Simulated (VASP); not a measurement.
A run of VASP 6.6.1 is set up as follows.

INCAR

```
SYSTEM = TlBr
PREC     = Accurate       ! precision mode
ENCUT    = 600            ! plane-wave cutoff, eV
EDIFF    = 1E-6           ! SCF threshold, eV
ISMEAR   = 0              ! smearing method
SIGMA    = 0.02           ! smearing width, eV
LREAL    = .False.        ! projectors in reciprocal space
LASPH    = .True.         ! aspherical terms in the spheres
NELM     = 80             ! most SCF steps
ALGO     = Fast           ! electronic algorithm
ISIF     = 3              ! what is computed and relaxed
LWAVE    = .False.        ! write WAVECAR
LCHARG   = .False.        ! write CHGCAR
GGA      = CA             ! functional
IBRION   = 2              ! ionic algorithm
NSW      = 70             ! ionic steps
EDIFFG   = -0.005         ! ionic threshold
```

Contents of KPOINTS:

```
Automatic mesh
0
Gamma
  8 8 8
  0 0 0
```

The input POSCAR:

```
TlBr
1.0
    3.9800000000      0.0000000000      0.0000000000
    0.0000000000      3.9800000000      0.0000000000
    0.0000000000      0.0000000000      3.9800000000
Tl Br
1 1
Direct
    0.0000000000      0.0000000000      0.0000000000
    0.5000000000      0.5000000000      0.5000000000
```

Potentials or basis: VASP PAW LDA potentials, release 64 (Tl_d, Br).

The run is started by

```bash
$ cat potpaw_LDA.64/Tl_d/POTCAR potpaw_LDA.64/Br/POTCAR > POTCAR
$ mpirun -np 1 vasp_std > vasp.out
```

Estimate the space group after relaxing (to 0.05 Å).

Pm-3m (No. 221).

Predict the relaxed volume.

28.40 Å³/atom.

Predict the relaxed cell.

a = 3.844 Å, b = 3.844 Å, c = 3.844 Å, α = 90.00°, β = 90.00°, γ = 90.00°.

Predict the band gap on the k mesh.

1.35 eV, direct.

The path:
| step | energy change (eV) | largest force (eV/Å) | pressure (GPa) | volume (Å³) |
| --- | --- | --- | --- | --- |
| 1 | 0.0000 | 0.0000 | -2.69 | 63.04 |
| 2 | -0.0546 | 0.0000 | -0.89 | 58.33 |
| 3 | -0.0590 | 0.0000 | 0.05 | 56.68 |
| 4 | -0.0590 | 0.0000 | -0.04 | 56.81 |
| 5 | -0.0590 | 0.0000 | -0.04 | 56.81 |
| 6 | -0.0590 | 0.0000 | -0.05 | 56.80 |
| 7 | -0.0590 | 0.0000 | -0.03 | 56.80 |
| 8 | -0.0590 | 0.0000 | -0.03 | 56.80 |
| 9 | -0.0590 | 0.0000 | -0.03 | 56.80 |
| 10 | -0.0590 | 0.0000 | -0.03 | 56.80 |
| 11 | -0.0590 | 0.0000 | -0.03 | 56.80 |
| 12 | -0.0590 | 0.0000 | -0.04 | 56.80 |
| 13 | -0.0590 | 0.0000 | -0.04 | 56.80 |
| 14 | -0.0590 | 0.0000 | -0.04 | 56.80 |
| 15 | -0.0590 | 0.0000 | -0.05 | 56.80 |
| 16 | -0.0590 | 0.0000 | -0.02 | 56.79 |

Caveat: spin-orbit coupling is left out, which as a rule narrows the gap of such compounds by several tenths of an eV. LDA usually gives volumes a few per cent too small.
